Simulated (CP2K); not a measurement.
# Sb under changes of volume

One of the cells (26.666 Å³/atom); the others are scaled copies at fixed shape and fractional positions:

```xyz
1
Lattice="3.3534 0.0000 0.0000 1.6767 2.9042 0.0000 1.6767 0.9681 2.7381" Properties=species:S:1:pos:R:3 pbc="T T T"
Sb    0.0000    0.0000    0.0000
```

This isn't the form of Sb at room conditions, which is rhombohedral.

```yaml
Program: CP2K 2026.2
Functional: PBE
Potentials_or_basis: POTENTIAL_UZH Sb GTH-PBE-q5; TZVP-MOLOPT-PBE-GTH basis
Density_cutoff: 6123 eV
k_mesh: 10 × 10 × 10
Occupations: fermi-dirac, width 0.05 eV
Spin: no spin polarisation
```

| volume (Å³/atom) | energy over the lowest point (meV/atom) | pressure (GPa) |
| --- | --- | --- |
| 25.066 | 72.38 | 8.3 |
| 25.599 | 48.04 | 6.5 |
| 26.133 | 29.13 | 4.9 |
| 26.666 | 15.13 | 3.4 |
| 27.199 | ? | ? |
| 27.733 | 0.83 | 0.8 |
| 28.266 | 0.00 | -0.3 |

Problem. What does the run at 27.199 Å³/atom give?

Solution. Energy over the lowest point 5.76 meV/atom; pressure 2.1 GPa.

Worked out: A Birch-Murnaghan fit of order 3 (a polynomial in V^(-2/3)) to the other rows has its minimum at 28.12 Å³/atom with B0 = V·E''(V) = 62 GPa (rough, since the energies scatter). It gives 5.81 meV/atom at 27.199 Å³/atom, against the run's 5.76, and -dE/dV = 2.1 GPa, against 2.1.

Energies are extrapolated to zero smearing.

Caveats: the basis of atomic orbitals isn't converged, which shifts pressures, moduli and gaps.
